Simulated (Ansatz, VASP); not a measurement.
One calculation of Ba, two programs

```
Ba
1.0
     1.95500   -3.65000    0.00000
     1.95500    3.65000    0.00000
     0.00000    0.00000    5.70000
Ba
1
Direct
  0.00000 0.00000 0.00000
```

This isn't the form of Ba at room conditions, which is bcc.

Alike in both runs: task single point; functional PBE; k mesh 12 × 12 × 7; occupations fermi-dirac, width 0.08 eV; no spin polarisation.

|  | VASP | Ansatz |
| --- | --- | --- |
| version | VASP 6.6.1 | Ansatz 0.2.0 |
| potentials or method | VASP PAW PBE potentials, release 64 (Ba_sv), cutoff 520 eV | all-electron LAPW, scalar-relativistic |

```csv
,VASP,Ansatz,Ansatz less VASP
pressure (GPa),0.6,0.5,-0.04
largest component of the traceless stress (GPa),2.71,2.66,-0.058
```

Ansatz ran all-electron here, so the differences hold the error of VASP's frozen core and of both bases.

The runs have no spin-orbit coupling, so splittings on Ba are missing.
